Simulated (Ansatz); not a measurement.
A series in volume scale on MnSb

Results calculated with Ansatz 0.2.0, not measured. Periodic Kohn-Sham DFT of a crystal at fixed atoms, scaled to volume_scale times the given cell; pressure positive in compression, energy less spherical unpolarised free atoms, largest_vzz the field gradient of largest size among the nuclei.

The cell before it is scaled or strained (space group F-43m, No. 216):
```
CELL_PARAMETERS angstrom
0.00000 3.09010 3.09010
3.09010 0.00000 3.09010
3.09010 3.09010 0.00000
ATOMIC_POSITIONS crystal
Mn 0.00000 0.00000 0.00000
Sb 0.25000 0.25000 0.25000
```

Settings of every row: method frozen-core PAW; functional PBE; relativity scalar; k mesh 10x10x10; filling fermi-dirac; smearing width 0.03 eV; wave cutoff 420 eV; paw set soft_2.

Atom:
```
element  start moment (bohr magneton)
     Mn                             4
     Sb                             0
```

Limits: no spin-orbit coupling on heavy atoms; the cell comes from a prototype or a list of computed structures and needn't be the stable phase; with one magnetic atom in the cell only parallel moments are possible.

```
row  volume scale  V (Å³/atom)  pressure (GPa)
  1          0.96       28.326           2.007
  2          0.98       28.916           0.941
  3             1       29.506          -0.016
  4          1.02       30.097               ?
  5          1.04       30.687          -1.638
```

Cell moment is 4 bohr magneton in every row.

Question: what pressure should row 4 give?

Worked fit of pressure. Take u = (V_r/V)^(2/3) − 1 with V_r = 29.211 Å³ an atom, which is twice the finite (Eulerian) strain; such expansions in the strain, on which the Birch-Murnaghan equation of state is built, carry the rest volume and the bulk modulus. The shown rows have u = 0.02072, 0.00679, -0.00668, -0.03233. Least squares give pressure = 0.4495 + 71.028 × u + 199.76 × u² GPa; a straight line predicts inner rows, each left out in turn, worse (root mean square 0.088 against 4.6e-05 GPa). All shown rows lie on it to the printed digit. The pressure vanishes at u = -0.0064, or V = 29.5 Å³ an atom, and there the bulk modulus at fixed shape and fractions is B = −V dP/dV = (2/3)(1 + u) dP/du = 45.3 GPa. The withheld row has u = -0.01972, so the fit gives 0.4495 + 71.028 × (-0.01972) + 199.76 × (-0.01972)² = -0.873 GPa.

The calculation gave -0.872 GPa. The fit lies 0.001 GPa (0.027 % of the column's range) below it, one unit of the last digit.
